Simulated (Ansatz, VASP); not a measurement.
Two plane-wave programs on BAs

```xyz
2
Lattice="0.0000 2.4156 2.4156 2.4156 0.0000 2.4156 2.4156 2.4156 0.0000" Properties=species:S:1:pos:R:3 pbc="T T T"
B     0.0000    0.0000    0.0000
As    1.2078    1.2078    1.2078
```

Alike in both runs: task single point; functional r2SCAN; k mesh 8 × 8 × 8; no spin polarisation.

|  | VASP | Ansatz |
| --- | --- | --- |
| version | VASP 6.6.1 | Ansatz 0.2.0 |
| potentials or method | VASP PAW PBE potentials, release 64 (B, As) | plane waves, PAW |
| plane-wave cutoff (eV) | 520 | 500 |
| occupations | gaussian, width 0.01 eV | fixed |
| valence electrons in the cell | 8 | 18 |

|  | VASP | Ansatz | Ansatz less VASP |
| --- | --- | --- | --- |
| gap on the k mesh at the Fermi level (eV) | 1.41 | 1.41 | -0.001 |
| pressure (GPa) | -3.7 | -3.9 | -0.18 |

The two sets of potentials don't hold the same shells in valence.

Caveats: the PAW data sets were made with another functional, which shifts forces and pressure a little (VASP). A k mesh can miss the band edges. r2SCAN opens gaps a little over a GGA but as a rule still falls short of measured ones.
